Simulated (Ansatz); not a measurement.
**Computed properties of MnSi**

```
CELL_PARAMETERS angstrom
0.00000 2.42250 2.42250
2.42250 0.00000 2.42250
2.42250 2.42250 0.00000
ATOMIC_POSITIONS crystal
Mn 0.00000 0.00000 0.00000
Si 0.50000 0.50000 0.50000
```

Atom numbers follow the list: Mn1, Si2.

The structure comes from a relaxation in the same program, started in the rocksalt type, and has space group Fm-3m. Whether it is a known phase or the ground state wasn't checked.

The magnetic state is the one reached from the start moments; no search over orders was made, so it needn't be the ground state.

Methods: DFT, PBE, all-electron LAPW, scalar-relativistic (Ansatz 0.2.0); DFT, PBE, PAW with Ansatz's default frozen-core files, scalar-relativistic (Ansatz 0.2.0); DFT, PBE, all-electron PAW with datasets made for the crystal, scalar-relativistic (Ansatz 0.2.0).

For LAPW: a Γ-centred 15×15×15 k mesh, Fermi–Dirac smearing of 0.05 eV, basis error target 1 meV/atom, spin-polarised from start moments Mn1 4 μB. PAW takes a cutoff of 420 eV at this cell. The crystal-made all-electron datasets (AE datasets) take a cutoff of 260 eV at this cell. The Ansatz runs share mesh, smearing and spin set-up. Values come from LAPW unless marked.

```
Density of states at the Fermi level (0.2 eV bin)                                                                      : 1.42 states/eV per cell
Band gap                                                                                                               : none: bands cross the Fermi level, a metal
Löwdin charges (with 0.14 e of the cell spilling out of the atomic basis, so their sizes and signs hang on that basis) : Mn1 0.59, Si2 -0.45 e
Bader charges (from the PAW run)                                                                                       : Mn1 +0.28, Si2 -0.28 e
Moment of the cell                                                                                                     : 2.48 μB
Pressure at this cell                                                                                                  : 0.05 GPa
Volume per atom                                                                                                        : 14.22 Å³
```

(1) Contact hyperfine fields (crystal-made datasets): what does the calculation give?

(2) Give the computed value. Moments in the spheres.

Answers

(1) Mn1 19.3, Si2 -10.0 T, core polarisation included, positive along the moment of the spin-up electrons.

(2) Mn1 2.62, Si2 -0.11 μB.
